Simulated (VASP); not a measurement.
Input of a VASP 6.6.1 run:

File INCAR:

```
  ALGO = Normal
  DIPOL = 0.5 0.5 0.500
  EDIFF = 1E-7
  ENCUT = 520
  GGA = PE
  IDIPOL = 3
  ISIF = 2
  ISMEAR = -1
  LASPH = True
  LCHARG = False
  LDIPOL = True
  LREAL = False
  LWAVE = False
  NBANDS = 26
  NELM = 80
  PREC = Accurate
  SIGMA = 0.05
```

The input KPOINTS:

```
k-points
0
Gamma
  9 9 1
```

Contents of POSCAR:

```
BeS
1.0
    3.4294678888      0.0000000000      0.0000000000
   -1.7147339444      2.9700063131      0.0000000000
    0.0000000000      0.0000000000     24.1004836181
S Be
4 4
Direct
    0.0000000000      0.0000000000      0.3111970747
    0.3333333333      0.6666666667      0.4273834903
    0.6666666667      0.3333333333      0.5435699058
    0.0000000000      0.0000000000      0.6597563214
    0.3333333333      0.6666666667      0.3402436786
    0.6666666667      0.3333333333      0.4564300942
    0.0000000000      0.0000000000      0.5726165097
    0.3333333333      0.6666666667      0.6888029253
```

Potentials or basis: VASP PAW PBE potentials, release 64 (S, Be).

Run with:

```bash
$ cat potpaw_PBE.64/S/POTCAR potpaw_PBE.64/Be/POTCAR > POTCAR
$ mpirun -np 1 vasp_std > vasp.out
```

(1) Estimate the largest force.

(2) Predict the band gap on the k mesh.

Results:

(1) 1.295 eV/Å.

(2) none (metal or under the smearing width).
